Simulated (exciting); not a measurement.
# GaN (F-43m) in exciting: further runs, part 2 of 2

exciting (release sodium). The steps go on from the part before.

### Step 3. Effective masses, LDA-vBH, collinear spin, ferromagnetic start

input.xml reads:

```xml
<input>
  <title>GaN</title>
  <structure speciespath="./" tshift="false">
    <crystal scale="6.0224269984">
      <basevect>0.000000000000 1.000000000006 0.000000000000</basevect>
      <basevect>-0.816496580938 0.500000000019 0.288675134610</basevect>
      <basevect>0.000000000000 0.500000000019 0.866025403797</basevect>
    </crystal>
    <species speciesfile="Ga.xml" rmt="2">
      <atom coord="0.000000000000 0.000000000000 0.000000000000" bfcmt="0 0 -8"/>
    </species>
    <species speciesfile="N.xml" rmt="1.45">
      <atom coord="0.250000000000 0.250000000000 0.250000000000" bfcmt="0 0 0"/>
    </species>
  </structure>
  <groundstate do="fromscratch" ngridk="7 7 7" rgkmax="6.5" gmaxvr="14" lmaxapw="10" lmaxmat="10" lmaxvr="8" xctype="LDA_vBH" stype="Fermi Dirac" swidth="0.00183747" nempty="20" ValenceRelativity="iora*" epsengy="1e-05" epspot="1e-05" maxscl="90" outputlevel="normal" radialgridtype="expocubic" beta0="0.1" mixer="pulay">
    <spin reducebf="0.5"/>
  </groundstate>
  <properties>
    <masstensor vklem="0.5 0.25 0.75" ndspem="1" deltaem="0.025"/>
  </properties>
</input>
```

Potentials or basis: all-electron LAPW+lo, shipped species files, valence relativity iora*.

Run with:

```
$ OMP_NUM_THREADS=1 exciting_smp
```

INFO.OUT:

```text
================================================================================
EXCITING SODIUM started
[... 10 lines left out ...]

 Lattice vectors (cartesian) :
      0.0000000000      6.0224269984      0.0000000000
     -4.9172910531      3.0112134993      1.7385249244
      0.0000000000      3.0112134993      5.2155747731

 Reciprocal lattice vectors (cartesian) :
      0.4259245751      1.0432978779     -0.6023483107
     -1.2777737253      0.0000000000      0.0000000000
      0.4259245751     -0.0000000000      1.2046966213

 Unit cell volume                           :     154.4541690101
 Brillouin zone volume                      :       1.6059793985

 Species :    1 (Ga)
     parameters loaded from                 :    Ga.xml
     name                                   :    gallium
     nuclear charge                         :     -31.00000000
     electronic charge                      :      31.00000000
     atomic mass                            :  127097.25380000
     muffin-tin radius                      :       2.00000000
     # of radial points in muffin-tin       :     350

     atomic positions (lattice) :
       1 :   0.00000000  0.00000000  0.00000000

     magnetic fields (cartesian) :
       1 :   0.00000000  0.00000000 -8.00000000

 Species :    2 (N)
     parameters loaded from                 :    N.xml
     name                                   :    nitrogen
     nuclear charge                         :      -7.00000000
     electronic charge                      :       7.00000000
     atomic mass                            :   25532.72506000
     muffin-tin radius                      :       1.45000000
     # of radial points in muffin-tin       :     250

     atomic positions (lattice) :
       1 :   0.25000000  0.25000000  0.25000000

     magnetic fields (cartesian) :
       1 :   0.00000000  0.00000000  0.00000000

 Total number of atoms per unit cell        :       2

 Spin treatment                             :    spin-polarised
 Global magnetic field (cartesian) :        0.00000000   0.00000000   0.00000000
 collinear magnetisation in z-direction

 Number of Bravais lattice symmetries       :      48
 Number of crystal symmetries               :      24

 k-point grid                               :       7    7    7
 Total number of k-points                   :      30
 k-point set is reduced with crystal symmetries

 R^MT_min * |G+k|_max (rgkmax)              :       6.50000000
 Species with R^MT_min                      :       2 (N)
 Maximum |G+k| for APW functions            :       4.48275862
 Maximum |G| for potential and density      :      14.00000000

 G-vector grid sizes                        :      27    27    27
 Total number of G-vectors                  :    7239

 Maximum angular momentum used for
     APW functions                          :      10
     computing H and O matrix elements      :      10
     potential and density                  :       8
     inner part of muffin-tin               :       2

 Total nuclear charge                       :     -38.00000000
 Total electronic charge                    :      38.00000000
 Total core charge                          :      20.00000000
 Total valence charge                       :      18.00000000

 Number of empty states                     :      20
 Total number of valence states             :      60

 Maximum Hamiltonian size                   :     277
 Maximum number of plane-waves              :     259
 Total number of local-orbitals             :      18

 Exchange-correlation type                  :       5
     von Barth-Hedin, J. Phys. C 5, 1629 (1972)

 Smearing scheme                            :    Fermi-Dirac
 Smearing width                             :       0.00183747

 Using Pulay potential mixing

++++++++++++++++++++++++++++++++++++++++++++++++++++++++++++++++++++++++++++++++
[... 14 lines left out ...]
+ SCF iteration number :    1                                                  +
++++++++++++++++++++++++++++++++++++++++++++++++++++++++++++++++++++++++++++++++
 Total energy                               :     -1993.90108089
 _______________________________________________________________
 Fermi energy                               :         0.18747474
 Kinetic energy                             :      2035.11267386
 Coulomb energy                             :     -3948.81624327
 Exchange energy                            :       -76.27205347
 Correlation energy                         :        -3.92545801
 No external B-field energy in total energy

 DOS at Fermi energy (states/Ha/cell)       :         0.00000000

 Electron charges :
     core                                   :        20.00000000
     core leakage                           :         0.00654211
     valence                                :        18.00000000
     interstitial                           :         3.31831972
     charge in muffin-tin spheres :
                  atom     1    Ga          :        28.64618748
                  atom     2     N          :         6.03549280
     total charge in muffin-tins            :        34.68168028
     total charge                           :        38.00000000

 Moments :
     interstitial                           :         0.00042498
     moment in muffin-tin spheres :
                  atom     1    Ga          :         0.03996750
                  atom     2     N          :        -0.04040036
     total moment in muffin-tins            :        -0.00043286
     total moment                           :        -0.00000789
[... 607 lines left out ...]
 Electron charges :
     core                                   :        20.00000000
     core leakage                           :         0.00632586
     valence                                :        18.00000000
     interstitial                           :         3.63831541
     charge in muffin-tin spheres :
                  atom     1    Ga          :        28.90997122
                  atom     2     N          :         5.45171338
     total charge in muffin-tins            :        34.36168459
     total charge                           :        38.00000000

 Moments :
     interstitial                           :         0.00000014
     moment in muffin-tin spheres :
                  atom     1    Ga          :         0.00000047
                  atom     2     N          :        -0.00000059
     total moment in muffin-tins            :        -0.00000012
     total moment                           :         0.00000001

 RMS change in effective potential (target) :  0.722527E-08  ( 0.100000E-04)
 Absolute change in total energy   (target) :  0.394437E-05  ( 0.100000E-04)
 Charge distance                   (target) :  0.559910E-08  ( 0.100000E-04)

++++++++++++++++++++++++++++++++++++++++++++++++++++++++++++++++++++++++++++++++
| Convergency criteria checked for the last 2 iterations                       +
| Convergence targets achieved. Performing final SCF iteration                 +
++++++++++++++++++++++++++++++++++++++++++++++++++++++++++++++++++++++++++++++++
 Total energy                               :     -1996.42564933
 _______________________________________________________________
 Fermi energy                               :         0.23490746
 Kinetic energy                             :      2032.97558811
 Coulomb energy                             :     -3949.34414164
 Exchange energy                            :       -76.14062511
 Correlation energy                         :        -3.91647068
 No external B-field energy in total energy

 DOS at Fermi energy (states/Ha/cell)       :         0.00000032

 Electron charges :
     core                                   :        20.00000000
     core leakage                           :         0.00632586
     valence                                :        18.00000000
     interstitial                           :         3.63831541
     charge in muffin-tin spheres :
                  atom     1    Ga          :        28.90997123
                  atom     2     N          :         5.45171336
     total charge in muffin-tins            :        34.36168459
     total charge                           :        38.00000000

 Moments :
     interstitial                           :         0.00000006
     moment in muffin-tin spheres :
                  atom     1    Ga          :         0.00000023
                  atom     2     N          :        -0.00000028
     total moment in muffin-tins            :        -0.00000005
     total moment                           :         0.00000002

++++++++++++++++++++++++++++++++++++++++++++++++++++++++++++++++++++++++++++++++
[... 12 lines left out ...]
| EXCITING SODIUM stopped                                                      =
================================================================================
```

Run time: 92 s. Hardware: 1 thread of Arm Neoverse V1, shared host; peak memory 0.14 GiB.

Results:

- Free energy: -54325.5095 eV
- Band gap on the k mesh: 1.74 eV, direct
- Net moment: 0.00 μB per cell
- All electrons inside the program's atomic spheres: Ga 28.91; N 5.45 (radii Ga 2.0, N 1.45 bohr)

Levels at points of the mesh, in eV from the valence-band top:
Spin up:
| k point | band 6 | band 7 | band 8 | band 9 | band 10 | band 11 | band 12 | band 13 |
| --- | --- | --- | --- | --- | --- | --- | --- | --- |
| (0.00, 0.00, 0.00) | -13.28 | 0.00 | 0.00 | 0.00 | 1.74 | 10.12 | 10.12 | 10.12 |
Spin down:
| k point | band 5 | band 6 | band 7 | band 8 | band 9 | band 10 | band 11 | band 12 | band 13 | band 14 |
| --- | --- | --- | --- | --- | --- | --- | --- | --- | --- | --- |
| (0.00, 0.00, 0.00) | -13.28 | -13.28 | 0.00 | 0.00 | 0.00 | 1.74 | 10.12 | 10.12 | 10.12 | 17.32 |

Effective masses (electron masses; levels in eV from the valence-band top):
| band | level | masses, principal |
| --- | --- | --- |
| 7 | -5.78 | -2.425, -2.285, -1.305 |
| 8 | -3.73 | -0.324, -0.075, -0.074 |
| 9 | -3.68 | 0.062, 0.062, 0.180 |
| 37 | -5.78 | -2.425, -2.285, -1.305 |
| 38 | -3.73 | -0.324, -0.075, -0.074 |
| 39 | -3.68 | 0.062, 0.062, 0.180 |

Caveat: the masses are finite differences along the axes, which mix bands that are degenerate at the k point.
